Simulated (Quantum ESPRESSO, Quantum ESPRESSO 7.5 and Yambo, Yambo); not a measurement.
## Quasiparticle gap of CdS (Hawleyite) in Yambo

Wanted: ground state, empty states, screening and self-energy for CdS (Hawleyite).

Main program and level: Quantum ESPRESSO 7.5 and Yambo 5.3.0; PBE and many-body steps on it, plane waves.

**The experiments to reproduce.**

- Gap 2.42 eV: optical gap from inflexion point of photoacoustic spectrum, as-grown film; photoacoustic spectroscopy; film (as-grown chemical bath deposited film, about 0.25 um thick, deposited at 80 C) (“Study of the band--gap shift in CdS films: Influence of thermal annealing in different atmospheres”, 1995, arxiv:cond-mat/9501125).

### Step 1. Set-up

Symmetry: F-43m, No. 216, cubic system. Conventional cell: a = 5.833 Å, b = 5.833 Å, c = 5.833 Å, α = 90.00°, β = 90.00°, γ = 90.00°. Nearest to Cd lie 4 S at 2.53 Å. Nearest to S lie 4 Cd at 2.53 Å. Farther neighbours and most contacts between anions are not listed.

Structure file:

```cif
data_structure
_symmetry_space_group_name_H-M 'F-43m'
_symmetry_Int_Tables_number 216
_cell_length_a 5.8330
_cell_length_b 5.8330
_cell_length_c 5.8330
_cell_angle_alpha 90.000
_cell_angle_beta 90.000
_cell_angle_gamma 90.000
_cell_volume 198.46
loop_
_atom_site_label
_atom_site_type_symbol
_atom_site_symmetry_multiplicity
_atom_site_Wyckoff_symbol
_atom_site_fract_x
_atom_site_fract_y
_atom_site_fract_z
_atom_site_occupancy
Cd1 Cd 4 a 0.00000 0.00000 0.00000 1
S1 S 4 d 0.25000 0.25000 0.75000 1
```

The cell and positions come from the Crystallography Open Database and are kept as given unless a step says otherwise.

### Step 2. Ground state

This step: Quantum ESPRESSO 7.5; DFT, PBE, plane waves, norm-conserving pseudopotentials.

The ground-state density comes first.

Contents of pw.in:

```
&control
  calculation = 'scf'
  prefix = 'x'
  outdir = 'o'
  pseudo_dir = 'pseudo'
/
&system
  ibrav = 0
  nat = 2
  ntyp = 2
  ecutwfc = 94.0
  nbnd = 18
  force_symmorphic = .true.
/
&electrons
  conv_thr = 1e-10
  electron_maxstep = 80
  mixing_beta = 0.5
/
ATOMIC_SPECIES
  Cd 112.41 Cd.upf
  S 32.06 S.upf
CELL_PARAMETERS angstrom
  -0.0000000000 2.9165000000 2.9165000000
  2.9165000000 -0.0000000000 2.9165000000
  2.9165000000 2.9165000000 -0.0000000000
ATOMIC_POSITIONS crystal
  Cd 0.0000000000 0.0000000000 0.0000000000
  S 0.2500000000 0.2500000000 0.2500000000
K_POINTS automatic
  6 6 6 0 0 0
```

On the command line:

```console
> OMP_NUM_THREADS=1 mpirun -n 4 pw.x -nk 4 -in pw.in > pw.out
```

Log:

```text
Program PWSCF v.7.5 starts

     This program is part of the open-source Quantum ESPRESSO suite
     for quantum simulation of materials; please cite
         "P. Giannozzi et al., J. Phys.:Condens. Matter 21 395502 (2009);
         "P. Giannozzi et al., J. Phys.:Condens. Matter 29 465901 (2017);
         "P. Giannozzi et al., J. Chem. Phys. 152 154105 (2020);
     in publications or presentations arising from this work. More details at
     Message from routine setup:
     using ibrav=0 with symmetry is DISCOURAGED, use correct ibrav instead

     G-vector sticks info

     bravais-lattice index     =            0
     lattice parameter (alat)  =       7.7943  a.u.
     unit-cell volume          =     334.8209 (a.u.)^3
     number of atoms/cell      =            2
     number of atomic types    =            2
     number of electrons       =        26.00
     number of Kohn-Sham states=           18
     kinetic-energy cutoff     =      94.0000  Ry
     charge density cutoff     =     376.0000  Ry
     scf convergence threshold =      1.0E-10
     mixing beta               =       0.5000
     number of iterations used =            8  plain     mixing
     Exchange-correlation= PBE
                           (   1   4   3   4   0   0   0)

     celldm(1)=   7.794277  celldm(2)=   0.000000  celldm(3)=   0.000000
     celldm(4)=   0.000000  celldm(5)=   0.000000  celldm(6)=   0.000000

     crystal axes: (cart. coord. in units of alat)
               a(1) = (  -0.000000   0.707107   0.707107 )
               a(2) = (   0.707107  -0.000000   0.707107 )
               a(3) = (   0.707107   0.707107  -0.000000 )

     reciprocal axes: (cart. coord. in units 2 pi/alat)
               b(1) = ( -0.707107  0.707107  0.707107 )
               b(2) = (  0.707107 -0.707107  0.707107 )
               b(3) = (  0.707107  0.707107 -0.707107 )
     Pseudo is Norm-conserving + core correction, Zval = 20.0
     Generated using ONCVPSP code by D. R. Hamann
     Using radial grid of 1368 points,  6 beta functions with:
     Pseudo is Norm-conserving + core correction, Zval =  6.0
     Generated using ONCVPSP code by D. R. Hamann
     Using radial grid of 1146 points,  6 beta functions with:
     Cd               20.00   112.41000     Cd( 1.00)
     S                 6.00    32.06000     S ( 1.00)

     24 Sym. Ops. (no inversion) found

   Cartesian axes

     site n.     atom                  positions (alat units)
         1        Cd     tau(   1) = (   0.0000000   0.0000000   0.0000000  )
         2        S      tau(   2) = (   0.3535534   0.3535534   0.3535534  )

     number of k points=    16
                       cart. coord. in units 2pi/alat
        k(    1) = (   0.0000000   0.0000000   0.0000000), wk =   0.0092593
        k(    2) = (   0.1178511   0.1178511  -0.1178511), wk =   0.0740741
        k(    3) = (   0.2357023   0.2357023  -0.2357023), wk =   0.0740741
        k(    4) = (  -0.3535534  -0.3535534   0.3535534), wk =   0.0370370
        k(    5) = (   0.2357023   0.0000000  -0.0000000), wk =   0.0555556
        k(    6) = (   0.3535534   0.1178511  -0.1178511), wk =   0.2222222
        k(    7) = (  -0.2357023  -0.4714045   0.4714045), wk =   0.2222222
        k(    8) = (  -0.1178511  -0.3535534   0.3535534), wk =   0.2222222
        k(    9) = (   0.0000000  -0.2357023   0.2357023), wk =   0.1111111
        k(   10) = (   0.4714045   0.0000000  -0.0000000), wk =   0.0555556
     [... 4 further rows ...]
        k(   15) = (  -0.1178511  -0.3535534   0.5892557), wk =   0.2222222
        k(   16) = (  -0.7071068   0.2357023   0.0000000), wk =   0.1111111

     Dense  grid:    41151 G-vectors     FFT dimensions: (  50,  50,  50)

     Initial potential from superposition of free atoms

     starting charge      25.9997, renormalised to      26.0000
     Starting wfcs are   14 randomized atomic wfcs +    4 random wfcs

     per-process dynamical memory:    35.3 Mb

     Self-consistent Calculation

     iteration #  1     ecut=    94.00 Ry     beta= 0.50

     Threshold (ethr) on eigenvalues was too large:
     Diagonalizing with lowered threshold

     total energy              =    -372.79997454 Ry
     estimated scf accuracy    <       0.12501800 Ry

     iteration #  2     ecut=    94.00 Ry     beta= 0.50

     total energy              =    -372.83205511 Ry
     estimated scf accuracy    <       0.01169650 Ry

     iteration #  3     ecut=    94.00 Ry     beta= 0.50

     total energy              =    -372.83385169 Ry
     estimated scf accuracy    <       0.00115327 Ry

     iteration #  4     ecut=    94.00 Ry     beta= 0.50

     total energy              =    -372.83393484 Ry
     estimated scf accuracy    <       0.00004889 Ry

     iteration #  5     ecut=    94.00 Ry     beta= 0.50

     total energy              =    -372.83394347 Ry
     estimated scf accuracy    <       0.00000207 Ry

     iteration #  6     ecut=    94.00 Ry     beta= 0.50

     total energy              =    -372.83394403 Ry
     estimated scf accuracy    <       0.00000019 Ry

     iteration #  7     ecut=    94.00 Ry     beta= 0.50

     total energy              =    -372.83394409 Ry
     estimated scf accuracy    <       0.00000009 Ry

     iteration #  8     ecut=    94.00 Ry     beta= 0.50

     total energy              =    -372.83394412 Ry
     estimated scf accuracy    <          6.5E-09 Ry

     iteration #  9     ecut=    94.00 Ry     beta= 0.50

     total energy              =    -372.83394412 Ry
     estimated scf accuracy    <          3.0E-09 Ry

     iteration # 10     ecut=    94.00 Ry     beta= 0.50

     End of self-consistent calculation

          k = 0.0000 0.0000 0.0000 (  5065 PWs)   bands (ev):

   -94.3754 -55.4395 -55.4395 -55.4395  -5.3823  -0.7406  -0.7406  -0.7406
    -0.2616  -0.2616   6.9820   6.9820   6.9820   8.1268  13.5132  13.5132
    13.5132  18.3635

          k = 0.1179 0.1179-0.1179 (  5101 PWs)   bands (ev):

   -94.3755 -55.4396 -55.4395 -55.4395  -5.2758  -0.7029  -0.7029  -0.6409
    -0.2624  -0.2624   5.4756   6.7776   6.7776   9.2894  13.1739  13.8285
    13.8285  17.6039

          k = 0.2357 0.2357-0.2357 (  5135 PWs)   bands (ev):

   -94.3755 -55.4400 -55.4396 -55.4396  -5.0615  -0.6415  -0.6415  -0.2701
    -0.2449  -0.2449   3.5827   6.4053   6.4053   9.9595  13.6990  14.0554
    14.0554  17.9979

          k =-0.3536-0.3536 0.3536 (  5168 PWs)   bands (ev):

     [... further k-points ...]

     highest occupied, lowest unoccupied level (ev):     6.9820    8.1268

!    total energy              =    -372.83394412 Ry
     estimated scf accuracy    <          8.5E-11 Ry

     The total energy is the sum of the following terms:
     one-electron contribution =    -249.52342355 Ry
     hartree contribution      =     130.35024927 Ry
     xc contribution           =     -54.84831135 Ry
     ewald contribution        =    -198.81245849 Ry

     convergence has been achieved in  10 iterations

     XML data file, charge density, pseudopotentials, collected wavefunctions

=------------------------------------------------------------------------------=
   JOB DONE.
=------------------------------------------------------------------------------=
```

It took 9.2 s on 4 MPI ranks of Arm Neoverse V1, shared host; peak memory 0.29 GiB.

This step gave:

| Property | Result |
| --- | --- |
| total energy | -5072.6642 eV |
| gap | 1.145 eV |
| k of the valence top | 0, 0, 0 |
| k of the conduction bottom | 0, 0, 0 |
| least direct gap | 1.145 eV |

The gap is direct, at Γ.

### Step 3. Bands along the symmetry lines

The cheap functional maps the bands first; the places of the edges decide which points the dearer methods must see.

Contents of pw.in:

```
&control
  calculation = 'bands'
  prefix = 'x'
  outdir = 'o'
  pseudo_dir = 'pseudo'
/
&system
  ibrav = 0
  nat = 2
  ntyp = 2
  ecutwfc = 94.0
  nbnd = 19
  force_symmorphic = .true.
/
&electrons
  conv_thr = 1e-9
  electron_maxstep = 80
  diago_full_acc = .true.
  diago_thr_init = 5e-6
/
ATOMIC_SPECIES
  Cd 112.41 Cd.upf
  S 32.06 S.upf
CELL_PARAMETERS angstrom
  -0.0000000000 2.9165000000 2.9165000000
  2.9165000000 -0.0000000000 2.9165000000
  2.9165000000 2.9165000000 -0.0000000000
ATOMIC_POSITIONS crystal
  Cd 0.0000000000 0.0000000000 0.0000000000
  S 0.2500000000 0.2500000000 0.2500000000
K_POINTS crystal
  50
  0.00000000 0.00000000 0.00000000 1
  -0.06250000 -0.06250000 0.00000000 1
  -0.12500000 -0.12500000 0.00000000 1
  -0.18750000 -0.18750000 0.00000000 1
  -0.25000000 -0.25000000 0.00000000 1
  -0.31250000 -0.31250000 0.00000000 1
  -0.37500000 -0.37500000 0.00000000 1
  -0.43750000 -0.43750000 0.00000000 1
  -0.50000000 -0.50000000 0.00000000 1
  -0.48437500 -0.48437500 0.03125000 1
  -0.46875000 -0.46875000 0.06250000 1
  -0.45312500 -0.45312500 0.09375000 1
  -0.43750000 -0.43750000 0.12500000 1
  -0.42187500 -0.42187500 0.15625000 1
  -0.40625000 -0.40625000 0.18750000 1
  -0.39062500 -0.39062500 0.21875000 1
  -0.37500000 -0.37500000 0.25000000 1
  -0.37500000 0.00000000 0.37500000 1
  -0.32812500 0.00000000 0.32812500 1
  -0.28125000 0.00000000 0.28125000 1
  -0.23437500 0.00000000 0.23437500 1
  -0.18750000 0.00000000 0.18750000 1
  -0.14062500 0.00000000 0.14062500 1
  -0.09375000 0.00000000 0.09375000 1
  -0.04687500 0.00000000 0.04687500 1
  0.00000000 0.00000000 0.00000000 1
  0.00000000 0.00000000 0.06250000 1
  0.00000000 0.00000000 0.12500000 1
  0.00000000 0.00000000 0.18750000 1
  0.00000000 0.00000000 0.25000000 1
  0.00000000 0.00000000 0.31250000 1
  0.00000000 0.00000000 0.37500000 1
  0.00000000 0.00000000 0.43750000 1
  0.00000000 0.00000000 0.50000000 1
  -0.06250000 -0.03125000 0.46875000 1
  -0.12500000 -0.06250000 0.43750000 1
  -0.18750000 -0.09375000 0.40625000 1
  -0.25000000 -0.12500000 0.37500000 1
  -0.31250000 -0.15625000 0.34375000 1
  -0.37500000 -0.18750000 0.31250000 1
  -0.43750000 -0.21875000 0.28125000 1
  -0.50000000 -0.25000000 0.25000000 1
  -0.50000000 -0.28125000 0.21875000 1
  -0.50000000 -0.31250000 0.18750000 1
  -0.50000000 -0.34375000 0.15625000 1
  -0.50000000 -0.37500000 0.12500000 1
  -0.50000000 -0.40625000 0.09375000 1
  -0.50000000 -0.43750000 0.06250000 1
  -0.50000000 -0.46875000 0.03125000 1
  -0.50000000 -0.50000000 0.00000000 1
```

Log:

```text
[banner, memory and clock lines left out]
Program PWSCF v.7.5 starts

     Atomic positions and unit cell read from directory:
     o/x.save/

     Message from routine setup:
     using ibrav=0 with symmetry is DISCOURAGED, use correct ibrav instead

     G-vector sticks info

     bravais-lattice index     =            0
     lattice parameter (alat)  =       7.7943  a.u.
     unit-cell volume          =     334.8209 (a.u.)^3
     number of atoms/cell      =            2
     number of atomic types    =            2
     number of electrons       =        26.00
     number of Kohn-Sham states=           19
     kinetic-energy cutoff     =      94.0000  Ry
     charge density cutoff     =     376.0000  Ry
     Exchange-correlation= PBE
                           (   1   4   3   4   0   0   0)

     celldm(1)=   7.794277  celldm(2)=   0.000000  celldm(3)=   0.000000
     celldm(4)=   0.000000  celldm(5)=   0.000000  celldm(6)=   0.000000

     crystal axes: (cart. coord. in units of alat)
               a(1) = (  -0.000000   0.707107   0.707107 )
               a(2) = (   0.707107  -0.000000   0.707107 )
               a(3) = (   0.707107   0.707107  -0.000000 )

     reciprocal axes: (cart. coord. in units 2 pi/alat)
               b(1) = ( -0.707107  0.707107  0.707107 )
               b(2) = (  0.707107 -0.707107  0.707107 )
               b(3) = (  0.707107  0.707107 -0.707107 )
     Pseudo is Norm-conserving + core correction, Zval = 20.0
     Generated using ONCVPSP code by D. R. Hamann
     Using radial grid of 1368 points,  6 beta functions with:
     Pseudo is Norm-conserving + core correction, Zval =  6.0
     Generated using ONCVPSP code by D. R. Hamann
     Using radial grid of 1146 points,  6 beta functions with:
     Cd               20.00   112.41000     Cd( 1.00)
     S                 6.00    32.06000     S ( 1.00)

     24 Sym. Ops. (no inversion) found

   Cartesian axes

     site n.     atom                  positions (alat units)
         1        Cd     tau(   1) = (   0.0000000   0.0000000   0.0000000  )
         2        S      tau(   2) = (   0.3535534   0.3535534   0.3535534  )

     number of k points=    50
                       cart. coord. in units 2pi/alat
        k(    1) = (   0.0000000   0.0000000   0.0000000), wk =   0.0400000
        k(    2) = (   0.0000000   0.0000000  -0.0883883), wk =   0.0400000
        k(    3) = (   0.0000000   0.0000000  -0.1767767), wk =   0.0400000
[...]
[... 38 further rows ...]
        k(   49) = (   0.0441942  -0.0000000  -0.7071068), wk =   0.0400000
        k(   50) = (   0.0000000   0.0000000  -0.7071068), wk =   0.0400000

     Dense  grid:    41151 G-vectors     FFT dimensions: (  50,  50,  50)

     The potential is recalculated from file :
     o/x.save/charge-density

     Starting wfcs are   14 randomized atomic wfcs +    5 random wfcs

     Band Structure Calculation

     End of band structure calculation

          k = 0.0000 0.0000 0.0000 (  5065 PWs)   bands (ev):

   -94.3756 -55.4396 -55.4396 -55.4396  -5.3823  -0.7407  -0.7407  -0.7407
    -0.2617  -0.2617   6.9821   6.9821   6.9821   8.1268  13.5132  13.5133
    13.5133  18.3635  18.3637

          k = 0.0000 0.0000-0.0884 (  5101 PWs)   bands (ev):

   -94.3756 -55.4397 -55.4396 -55.4396  -5.3608  -0.7303  -0.7294  -0.7294
[...]
13.6301  17.7952  18.3848

          k = 0.0000 0.0000-0.1768 (  5109 PWs)   bands (ev):

[...]
13.9615  16.8013  18.4471

          k =-0.0000 0.0000-0.2652 (  5117 PWs)   bands (ev):

[...]
k = 0.0000 0.0000-0.3536 (  5105 PWs)   bands (ev):

[...]
k = 0.0000-0.0000-0.4419 (  5149 PWs)   bands (ev):

[...]
k =-0.0000 0.0000-0.5303 (  5157 PWs)   bands (ev):

[...]
k = 0.0000-0.0000-0.6187 (  5161 PWs)   bands (ev):

[...]
k = 0.5303-0.0000-0.5303 (  5174 PWs)   bands (ev):

[...]
k = 0.0000 0.0000 0.0000 (  5065 PWs)   bands (ev):

[...]
k = 0.1326 0.0000-0.7071 (  5162 PWs)   bands (ev):

[...]
k = 0.0884-0.0000-0.7071 (  5158 PWs)   bands (ev):

[...]
k = 0.0442-0.0000-0.7071 (  5146 PWs)   bands (ev):

[...]
17.5480  17.7680  19.1993

          k = 0.0000 0.0000-0.7071 (  5138 PWs)   bands (ev):

   -94.3756 -55.4403 -55.4399 -55.4399  -4.8230  -0.5275  -0.3917  -0.3917
    -0.1747   0.1830   3.0356   5.1070   5.1070  10.5405  11.3369  16.1804
    17.7552  17.7552  19.0782

     XML data file, pseudopotentials, collected wavefunctions
```

Elapsed: 7.8 s, on 4 MPI ranks; peak memory 0.25 GiB; 31 s of CPU time.

Numbers from this step:

- gap: 1.145 eV
- k of the valence top: 0, 0, 0
- k of the conduction bottom: 0, 0, 0
- least direct gap: 1.145 eV

The gap is 1.145 eV, as in the run before at this level.

Electronic bands along the path, in eV, zero at the top of the highest filled band:

| point | band 10 | band 11 | band 12 | band 13 | band 14 | band 15 | band 16 | band 17 |
| --- | --- | --- | --- | --- | --- | --- | --- | --- |
| Γ | -7.24 | 0.00 | 0.00 | 0.00 | 1.14 | 6.53 | 6.53 | 6.53 |
| halfway | -7.20 | -2.31 | -1.02 | -1.02 | 3.59 | 4.82 | 8.12 | 8.12 |
| X | -6.80 | -3.95 | -1.88 | -1.88 | 3.56 | 4.35 | 9.20 | 10.77 |
| halfway | -6.74 | -3.94 | -2.15 | -1.78 | 3.85 | 4.66 | 8.94 | 10.01 |
| U | -6.67 | -3.93 | -2.53 | -1.52 | 4.24 | 5.45 | 8.48 | 9.01 |
| jump to K | -6.67 | -3.93 | -2.53 | -1.52 | 4.24 | 5.45 | 8.48 | 9.01 |
| halfway | -7.19 | -2.75 | -1.36 | -0.42 | 3.61 | 6.10 | 6.75 | 7.27 |
| Γ | -7.24 | 0.00 | 0.00 | 0.00 | 1.14 | 6.53 | 6.53 | 6.53 |
| halfway | -7.24 | -2.49 | -0.40 | -0.40 | 2.78 | 6.28 | 7.03 | 7.03 |
| L | -6.86 | -4.39 | -0.75 | -0.75 | 3.01 | 7.00 | 7.00 | 7.46 |
| halfway | -6.75 | -4.11 | -1.93 | -1.22 | 4.38 | 5.81 | 7.21 | 8.35 |
| W | -6.61 | -3.89 | -2.26 | -2.18 | 5.42 | 5.43 | 7.23 | 8.04 |
| halfway | -6.70 | -3.92 | -2.08 | -2.03 | 4.26 | 4.83 | 8.67 | 8.94 |
| X | -6.80 | -3.95 | -1.88 | -1.88 | 3.56 | 4.35 | 9.20 | 10.77 |

[end of part 1 of 2]

[Paths, hosts, dates, memory and timing lines, banners, echoed tables and standing remarks are left out of the program output.]

[Logs are printed without paths, hosts, clocks, repeated set-up lines and the standing remarks that a program may print on its own settings, such as how far it seeks lower states.]

[Runs of the session that timed out or met a known fault of the program may be left out.]

[Hosts, paths, dates, database ids (printed as entryN), source tags and the programs' standing remarks are cut or masked in the printed files.]
